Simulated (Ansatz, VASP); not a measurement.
**Two plane-wave programs on MgS**

```xyz
2
Lattice="0.0000 2.5236 2.6016 2.5236 0.0000 2.6016 2.5236 2.5236 0.0000" Properties=species:S:1:pos:R:3 pbc="T T T"
Mg    0.0000    0.0000    0.0000
S     2.5236    2.5236    2.6016
```

Change from the starting cell: equal xx and yy strain of -3 %, PAW files.

Alike in both runs: task electric field gradients; functional PBE; k mesh 8 × 8 × 8; occupations fermi-dirac, width 0.01 eV; no spin polarisation.

|  | VASP | Ansatz |
| --- | --- | --- |
| version | VASP 6.6.1 | Ansatz 0.2.0 |
| potentials or method | VASP PAW PBE potentials, release 64 (Mg, S) | PAW with Ansatz's default frozen-core files, scalar-relativistic |
| plane-wave cutoff (eV) | 520 | 420 |
| valence electrons in the cell | 8 | 16 |

|  | VASP | Ansatz | Ansatz less VASP |
| --- | --- | --- | --- |
| gap on the k mesh at the Fermi level (eV) | 2.77 | 2.79 | +0.011 |
| pressure (GPa) | 6.4 | 6.8 | +0.32 |
| largest component of the traceless stress (GPa) | 2.84 | 2.84 | +0.007 |
| Vzz of the field gradient on the site that differs most (V/Å²) | 3.4 | 3.0 | -0.42 |

With one functional, cell and mesh, what is left measures potentials, basis and numerics. The two sets of potentials don't hold the same shells in valence.

A k mesh can miss the band edges.
